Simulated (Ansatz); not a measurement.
One structure, 3 elements: BN, BP, BAs

Plane-wave DFT in Ansatz with scalar-relativistic PAW potentials, cutoff 420 eV, Γ-centred meshes chosen by cell and gap, Gaussian smearing with energies taken to zero width. Every cell was relaxed (cell and atoms) in a run of its own, within the symmetry of its start. Functional: PBEsol.

All members share space group F-43m and the same sites; only the element on one set of sites changes (N, P, As). Members needn't be the stable form of their composition. Energies over the elements, where given, are against the elements' standard states in the same functional (H₂, N₂, O₂ and halogens uncorrected, Hg as a solid). The first member:

Space group F-43m (No. 216). a = 3.606 Å, b = 3.606 Å, c = 3.606 Å, α = 90.00°, β = 90.00°, γ = 90.00°
```
atom site symmetry x y z
   B    4a      -43m  0.0000  0.0000  0.0000
   N    4c      -43m  0.2500  0.2500  0.2500
```

```csv
compound,V (Å³/atom),a (Å),gap on mesh (eV),energy over elements (eV/atom)
BN,5.86,3.606,4.30,-1.348
BAs,13.55,4.768,1.08,-0.039
```

Task: Predict the member with P.

Result: V (Å³/atom) 11.54, a (Å) 4.520, gap on mesh (eV) 1.12, energy over elements (eV/atom) -0.443. Interpolating linearly in period between N and As would give 9.70 Å³/atom (15.9 % too small) and a gap of 2.69 eV, with -0.694 eV/atom over the elements. Over the whole series the volume grows at each step down the group; the gap narrows; binding against the elements weakens. The p levels of the anion rise down the group and lift the valence band, the usual cause of such narrowing. Less electronegative, larger anions gain less from charge transfer and lattice energy, in line with the weaker binding.